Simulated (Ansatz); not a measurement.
# Turning moments in Ni

Ni is taken as a test cell of our own (not relaxed), 2 atoms in the cell.

```
CELL_PARAMETERS angstrom
2.76110 0.00000 0.00000
0.00000 2.76110 0.00000
0.00000 0.00000 2.76110
ATOMIC_POSITIONS crystal
Ni 0.00000 0.00000 0.00000
Ni 0.50000 0.50000 0.50000
```

Site labels below count the atoms in this order, from 1.

Computed with Ansatz, DFT, PBE, norm-conserving potentials, plane waves, scalar-relativistic.

```json
{
 "Plane-wave cutoff": "1400 eV",
 "k-point mesh": "3×3×3 (Γ-centred)",
 "Occupations": "Fermi–Dirac smearing, 0.1 eV",
 "Valence electrons": "36"
}
```

Site vectors of these older runs were integrated over wider regions than atomic spheres, and need not add up to the total.

The mesh is coarse, so energy differences (and at times their sign) aren't converged.

Spins are non-collinear; moments are vectors (x, y, z) in μB. Without spin–orbit coupling a common rotation of all moments costs nothing, so only their relative directions matter.

Default search: extra SCF cycles where an unstable direction or a doubtful shell filling shows. With a search on, the program may also reshape the start on open shells.

Only this run was made, so its end need not be the lowest state of the cell.

(1) Start Ni1 (1.01, 0.83, 1.51), Ni2 (0.19, -0.22, 0.41); default search for lower states. What happens?

Answers

(1) It converges in 23 iterations: sizes Ni1 0.66, Ni2 0.66 μB (all parallel), net moment 1.28 μB; the program warns that the starting moments weren't kept.
